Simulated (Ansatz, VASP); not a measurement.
## WC in VASP and in Ansatz

Contents of INCAR:

```
PREC = Accurate
ENCUT = 520
EDIFF = 1E-6
ISMEAR = -1
SIGMA = 0.05
LREAL = F
LASPH = T
NELM = 60
ALGO = Normal
ISIF = 2
LWAVE = F
LCHARG = F
GGA = PS
NBANDS = 16
```

File KPOINTS:

```
Automatic mesh
0
Gamma
  10 10 10
```

The input POSCAR:

```
WC
1.0
    0.0000000000      2.2215384142      2.2215384142
    2.2215384142      0.0000000000      2.2215384142
    2.2215384142      2.2215384142      0.0000000000
W C
1 1
Direct
    0.0000000000      0.0000000000      0.0000000000
    0.5000000000      0.5000000000      0.5000000000
```

Contents of input.yaml:

```yaml
crystal:
  lattice:
    - [0.0, 2.2215384142, 2.2215384142]
    - [2.2215384142, 0.0, 2.2215384142]
    - [2.2215384142, 2.2215384142, 0.0]
  atoms:
    - { symbol: W, position: [0.0, 0.0, 0.0] }
    - { symbol: C, position: [0.5, 0.5, 0.5] }
hamiltonian:
  xc: pbesol
  pseudopotentials: { kind: paw }
kpoints:
  mp_grid: { grid: [10, 10, 10] }
scf:
  occupations: { method: fermi_dirac, width: 0.05 }
output:
  forces: true
  stress: true
  eigenvalues: true
  write_density: true
  write_potential: true
  elf: true
  volumetric_format: npy
```

Measurements of this composition are mostly on another form, of space group No. 187.

Alike in both runs: task single point; functional PBEsol; k mesh 10 × 10 × 10; occupations fermi-dirac, width 0.05 eV; no spin polarisation.

```csv
,VASP,Ansatz
version,VASP 6.6.1,Ansatz 0.2.0
potentials or method,"VASP PAW PBE potentials, release 64 (W_sv, C)",Ansatz PAW
plane-wave cutoff (eV),520,420
valence electrons in the cell,18,18
```

```tsv
	VASP	Ansatz	Ansatz less VASP
gap on the k mesh at the Fermi level (eV)	none	none	-
pressure (GPa)	-21.8	-22.6	-0.82
```

A gap of «none» marks a metal or a gap that the smearing closes. With one functional, cell and mesh, what is left measures potentials, basis and numerics.

Caveats: so large a pressure means that the cell lies far from this level's equilibrium, or that cutoff or potentials fall short (VASP); the potentials were made for another functional, which shifts forces and pressure (VASP); the PAW data sets come from PBE, with cores solved anew for the run's functional, which leaves a small shift of forces and pressure (Ansatz). Spin-orbit coupling is left out, which matters for the levels of W.
